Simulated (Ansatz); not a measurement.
# Zr3Si2: freezing in a mode

The task, for Zr3Si2: freeze in mode 4 at growing amplitude.

Method: DFT PBEsol, scalar-relativistic, plane waves, PAW, in Ansatz 0.2.0.

1 further run of the same task is left out (set aside as unsound or not needed). Runs told in other sessions of the task aren't counted.

## (1) Starting point

The structure is tetragonal, space group P4/mbm (No. 127). The conventional cell has a = 7.066 Å, b = 7.066 Å, c = 3.644 Å, α = 90.00°, β = 90.00°, γ = 90.00°. Zr (site symmetry m2m) has 6 Si at 2.73 to 2.80 Å in its first shell of neighbours. Zr (site symmetry 4/m) has 4 Si at 2.80 Å and 8 Zr at 3.18 Å in its first shell of neighbours. Si (site symmetry m2m) is surrounded by 1 Si at 2.45 Å and 8 Zr at 2.73 to 2.80 Å.

Coordinates:

```
CELL_PARAMETERS angstrom
7.06558 0.00000 0.00000
0.00000 7.06558 0.00000
0.00000 0.00000 3.64449
ATOMIC_POSITIONS crystal
Zr 0.17448 0.67448 0.50000
Zr 0.82552 0.32552 0.50000
Zr 0.32552 0.17448 0.50000
Zr 0.67448 0.82552 0.50000
Zr 0.00000 0.00000 0.00000
Zr 0.50000 0.50000 0.00000
Si 0.62239 0.12239 0.00000
Si 0.37761 0.87761 0.00000
Si 0.87761 0.62239 0.00000
Si 0.12239 0.37761 0.00000
```

It goes back to an entry of the Materials Project, which need not be the stable form.

It is the result of an earlier relaxation at this level (volume 18.19 Å³/atom; gap on the mesh: none (metal)).

## (2) Zero of energy

Reference values: F = -27267.4427 eV; pressure 0.03 GPa; largest force 0.008 eV/Å; gap on the mesh none (metal). It was computed beforehand with the settings of the runs below.

## (3) The scan: freezing in a mode

Mode 4 of the phonon run on this cell, counted from the lowest, is frozen in: each atom moves by x times its row below, so x is the largest displacement.

```
atom     ux     uy      uz
 Zr1  0.000  0.000   0.000
 Zr2  0.000  0.000   0.000
 Zr3  0.000  0.000   0.000
 Zr4  0.000  0.000   0.000
 Zr5  0.000  0.000  -1.000
 Zr6  0.000  0.000   1.000
 Si7  0.000  0.000   0.000
 Si8  0.000  0.000   0.000
 Si9  0.000  0.000   0.000
Si10  0.000  0.000   0.000
```

## (4) x = -0.120 Å

input.yaml

```yaml
crystal:
  lattice:
    - [7.0655778271, 0.0, 0.0]
    - [0.0, 7.0655778271, 0.0]
    - [0.0, 0.0, 3.6444907296]
  atoms:
    - { symbol: Zr, position: [0.1744786434, 0.6744786434, 0.5] }
    - { symbol: Zr, position: [0.8255213566, 0.3255213566, 0.5] }
    - { symbol: Zr, position: [0.3255213566, 0.1744786434, 0.5] }
    - { symbol: Zr, position: [0.6744786434, 0.8255213566, 0.5] }
    - { symbol: Zr, position: [0.0, 0.0, 0.0329264111] }
    - { symbol: Zr, position: [0.5, 0.5, -0.0329264111] }
    - { symbol: Si, position: [0.6223900186, 0.1223900186, 0.0] }
    - { symbol: Si, position: [0.3776099814, 0.8776099814, 0.0] }
    - { symbol: Si, position: [0.8776099814, 0.6223900186, 0.0] }
    - { symbol: Si, position: [0.1223900186, 0.3776099814, 0.0] }
basis:
  ecutwfc: 420
kpoints:
  mp_grid: { grid: [6, 6, 12] }
hamiltonian:
  xc: pbesol
scf:
  occupations: { method: gaussian, width: 0.15 }
output:
  forces: true
  stress: true
  eigenvalues: true
```

Launch:

```bash
ansatz run input.yaml --threads 2 --pin off --max-ram 5120MiB --backend cpu --events-out ev --progress --plain --runs-dir out
```

## (5) x = 0.090 Å

Edit input.yaml of step 4 so:

```diff
@@ -10,4 +10,4 @@
     - { symbol: Zr, position: [0.6744786434, 0.8255213566, 0.5] }
-    - { symbol: Zr, position: [0.0, 0.0, 0.0329264111] }
-    - { symbol: Zr, position: [0.5, 0.5, -0.0329264111] }
+    - { symbol: Zr, position: [0.0, 0.0, -0.0246948083] }
+    - { symbol: Zr, position: [0.5, 0.5, 0.0246948083] }
     - { symbol: Si, position: [0.6223900186, 0.1223900186, 0.0] }
@@ -28 +28,5 @@
   eigenvalues: true
+  write_density: true
+  write_potential: true
+  elf: true
+  volumetric_format: npy
```

## (6) At x = -0.060 Å

Edit input.yaml of step 5 so:

```diff
@@ -10,4 +10,4 @@
     - { symbol: Zr, position: [0.6744786434, 0.8255213566, 0.5] }
-    - { symbol: Zr, position: [0.0, 0.0, -0.0246948083] }
-    - { symbol: Zr, position: [0.5, 0.5, 0.0246948083] }
+    - { symbol: Zr, position: [0.0, 0.0, 0.0164632055] }
+    - { symbol: Zr, position: [0.5, 0.5, -0.0164632055] }
     - { symbol: Si, position: [0.6223900186, 0.1223900186, 0.0] }
@@ -28,5 +28 @@
   eigenvalues: true
-  write_density: true
-  write_potential: true
-  elf: true
-  volumetric_format: npy
```

## (7) x = 0.030 Å

Edit input.yaml of step 6 so:

```diff
@@ -10,4 +10,4 @@
     - { symbol: Zr, position: [0.6744786434, 0.8255213566, 0.5] }
-    - { symbol: Zr, position: [0.0, 0.0, 0.0164632055] }
-    - { symbol: Zr, position: [0.5, 0.5, -0.0164632055] }
+    - { symbol: Zr, position: [0.0, 0.0, -0.0082316028] }
+    - { symbol: Zr, position: [0.5, 0.5, 0.0082316028] }
     - { symbol: Si, position: [0.6223900186, 0.1223900186, 0.0] }
```

## (8) Point x = 0.105 Å

Edit input.yaml of step 7 so:

```diff
@@ -10,4 +10,4 @@
     - { symbol: Zr, position: [0.6744786434, 0.8255213566, 0.5] }
-    - { symbol: Zr, position: [0.0, 0.0, -0.0082316028] }
-    - { symbol: Zr, position: [0.5, 0.5, 0.0082316028] }
+    - { symbol: Zr, position: [0.0, 0.0, -0.0288106097] }
+    - { symbol: Zr, position: [0.5, 0.5, 0.0288106097] }
     - { symbol: Si, position: [0.6223900186, 0.1223900186, 0.0] }
```

## (9) x = 0.075 Å

Edit input.yaml of step 8 so:

```diff
@@ -10,4 +10,4 @@
     - { symbol: Zr, position: [0.6744786434, 0.8255213566, 0.5] }
-    - { symbol: Zr, position: [0.0, 0.0, -0.0288106097] }
-    - { symbol: Zr, position: [0.5, 0.5, 0.0288106097] }
+    - { symbol: Zr, position: [0.0, 0.0, -0.0205790069] }
+    - { symbol: Zr, position: [0.5, 0.5, 0.0205790069] }
     - { symbol: Si, position: [0.6223900186, 0.1223900186, 0.0] }
```

## (10) Point x = 0.045 Å

Edit input.yaml of step 9 so:

```diff
@@ -10,4 +10,4 @@
     - { symbol: Zr, position: [0.6744786434, 0.8255213566, 0.5] }
-    - { symbol: Zr, position: [0.0, 0.0, -0.0205790069] }
-    - { symbol: Zr, position: [0.5, 0.5, 0.0205790069] }
+    - { symbol: Zr, position: [0.0, 0.0, -0.0123474042] }
+    - { symbol: Zr, position: [0.5, 0.5, 0.0123474042] }
     - { symbol: Si, position: [0.6223900186, 0.1223900186, 0.0] }
```

## (11) x = 0.015 Å

Edit input.yaml of step 10 so:

```diff
@@ -10,4 +10,4 @@
     - { symbol: Zr, position: [0.6744786434, 0.8255213566, 0.5] }
-    - { symbol: Zr, position: [0.0, 0.0, -0.0123474042] }
-    - { symbol: Zr, position: [0.5, 0.5, 0.0123474042] }
+    - { symbol: Zr, position: [0.0, 0.0, -0.0041158014] }
+    - { symbol: Zr, position: [0.5, 0.5, 0.0041158014] }
     - { symbol: Si, position: [0.6223900186, 0.1223900186, 0.0] }
```

(Steps that only read results are left out.)

What does the calculation give? Wanted: harmonic wavenumber of the mode.

**Answer**, as computed:

| quantity | value |
| --- | --- |
| harmonic wavenumber of the mode | 130 cm⁻¹ |
| the same from the force at an amplitude of 0.015 Å | 130 cm⁻¹ |

What this shows: The force at the smallest amplitude gives 130 cm⁻¹ against 130 cm⁻¹ from the phonon run, so the curve is close to a parabola there. No sampled point lies below the undisturbed cell.
